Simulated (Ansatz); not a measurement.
Reaction (formal exchange of groups at a B–O bond): `CCB(O)OC` + `C=CCC` → `CCB(O)CC` + `C=COC`

Program: Ansatz. Geometries: PBE0-D4/def2-TZVP. ΔE: electronic, gas phase. CCSD(T)/CBS adds triple-zeta CCSD(T) − MP2 to the extrapolated MP2 energy (def2 sets, frozen cores). DFT in def2-TZVPP. One conformer a species, not always the lowest.

`CCB(O)OC`:

```xyz
15

C     0.335    2.172    0.233
C     0.256    0.754   -0.318
B    -0.306   -0.324    0.680
O    -0.686    0.048    1.936
O    -0.447   -1.648    0.367
C    -0.091   -2.157   -0.897
H     0.731    2.872   -0.506
H     0.977    2.216    1.115
H    -0.650    2.530    0.540
H     1.247    0.425   -0.660
H    -0.359    0.736   -1.228
H    -1.011   -0.702    2.441
H    -0.293   -3.228   -0.896
H    -0.676   -1.691   -1.697
H     0.972   -2.002   -1.108
```

`C=CCC`:

```xyz
12

C     0.443    1.259    1.479
C     0.548    0.135    0.785
C     0.291   -0.001   -0.679
C    -0.826   -0.992   -0.984
H     0.162    2.193    1.002
H     0.635    1.290    2.545
H     0.828   -0.781    1.305
H     0.051    0.980   -1.100
H     1.210   -0.339   -1.173
H    -0.598   -1.980   -0.576
H    -1.770   -0.663   -0.544
H    -0.973   -1.102   -2.061
```

`CCB(O)CC`:

Z-matrix (Å, degrees):
```
C
C 1 1.525
H 1 1.093 2 111.7
H 1 1.093 2 111.7 3 -120.2
H 1 1.093 2 111.4 3 119.8
B 2 1.573 1 116.8 3 174.0
H 2 1.095 1 110.8 3 -59.2
H 2 1.102 1 108.8 3 55.6
C 6 1.581 2 123.9 1 -33.2
O 6 1.365 2 116.0 1 147.0
C 9 1.534 6 111.1 2 91.5
H 9 1.098 6 110.6 2 -147.3
H 9 1.095 6 110.8 2 -29.8
H 10 0.961 6 113.0 2 176.2
H 11 1.094 9 111.5 6 59.2
H 11 1.093 9 111.5 6 179.3
H 11 1.092 9 111.4 6 -60.6
```

`C=COC`:

Z-matrix (Å, degrees):
```
C
O 1 1.408
H 1 1.095 2 111.0
H 1 1.089 2 106.6 3 119.3
H 1 1.095 2 111.0 3 -121.4
C 2 1.344 1 116.4 3 60.7
C 6 1.330 2 128.1 1 0.0
H 6 1.085 2 110.2 1 -180.0
H 7 1.081 6 123.6 2 -0.0
H 7 1.081 6 118.7 2 180.0
```

```json
{"level": "PBE-D4", "ΔE (eV)": "1.42"}
{"level": "r2SCAN-D4", "ΔE (eV)": "1.51"}
{"level": "PBE", "ΔE (eV)": "1.44"}
{"level": "r2SCAN", "ΔE (eV)": "1.52"}
{"level": "CCSD/def2-TZVPP", "ΔE (eV)": "1.62"}
{"level": "CCSD(T)/def2-TZVPP", "ΔE (eV)": "1.59"}
{"level": "MP2/def2-QZVPP", "ΔE (eV)": "1.61"}
{"level": "MP2/CBS(def2)", "ΔE (eV)": "1.62"}
```

Q: What does CCSD(T)/CBS give? (An estimate is asked.)

A: Ansatz gave: +1.60 eV. The listed levels differ from it by -0.18, -0.09, -0.16, -0.08, 0.02, -0.01, 0.01, 0.02 eV.

Largest T1 diagnostic among the species: 0.012.

In def2-TZVPP, CCSD(T) changes the Hartree–Fock value by −0.15 eV (the triples alone add −0.03 eV) and MP2 by −0.13 eV. From PBE to PBE0 (25 % exact exchange), in def2-TZVPP and without D4, ΔE moves by +0.07 eV.

CCSD(T)/CBS has its own doubt, a few kJ/mol and more with outer-core shells, so smaller differences from it don't rank the levels.
